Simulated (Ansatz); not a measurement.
# CaF2: the cell at several levels of theory

One table from this session's results is given with a row withheld; the runs are named, their logs left out.

Program: Ansatz 0.2.0. PAW datasets, plane waves, zero pressure. (Simulation; spin polarisation is off.)

**The structure to begin with**

Space group Fm-3m (No. 225), cubic; conventional cell a = 5.462 Å, 13.58 Å³ an atom. Around Ca lie 8 F at 2.37 Å; around F lie 4 Ca at 2.37 Å.

The structure in full:

```
Ca F
1.0
     0.00000    2.73100    2.73100
     2.73100    0.00000    2.73100
     2.73100    2.73100    0.00000
Ca F
1 2
Cartesian
  0.0000 0.0000 0.0000
  1.3655 1.3655 1.3655
  4.0965 4.0965 4.0965
```

Set-up of the first run:

input.yaml

```yaml
crystal:
  lattice:
    - [0.0, 2.731, 2.731]
    - [2.731, 0.0, 2.731]
    - [2.731, 2.731, 0.0]
  atoms:
    - { symbol: Ca, position: [0.0, 0.0, 0.0] }
    - { symbol: F, position: [0.25, 0.25, 0.25] }
    - { symbol: F, position: [0.75, 0.75, 0.75] }
kpoints:
  mp_grid: { grid: [8, 8, 8] }
hamiltonian:
  xc: pbe
scf:
  occupations: { method: fermi_dirac, width: 0.02 }
relax:
  f_tol: 0.005
  cell: {}
```

On the command line:

```console
$ ansatz run input.yaml --threads 2 --pin off --max-ram 4608MiB --backend cpu --events-out ev --progress --plain --runs-dir out
```

Steps of the session up to this table: Relaxation with PBE; Relaxation with r2SCAN; Relaxing with PBEsol; LDA: cell and atoms; Relaxing with HSE06.

One table of the session follows, with a row left open; its other results are not shown here.

| level | a (Å) | volume (Å³/atom) |
| --- | --- | --- |
| PBE | 5.510 | 13.944 |
| r2SCAN | ? | ? |
| PBEsol | 5.421 | 13.274 |
| LDA | 5.326 | 12.591 |
| HSE06 | 5.468 | 13.621 |

**Question.** Estimate the row for r2SCAN.

As computed: a (Å): 5.439; volume (Å³/atom): 13.410. In the column «a (Å)» it lies between PBEsol (5.421) and HSE06 (5.468).

In words: The first relaxation changed the volume by +2.7 % from the start. The volume runs from LDA (least) to PBE (most), a spread of 10.7 %, or 3.5 % in length if all axes shared it alike. The meshes differ: PBE 8×8×8, r2SCAN 8×8×8, PBEsol 8×8×8, LDA 8×8×8, HSE06 6×6×6.
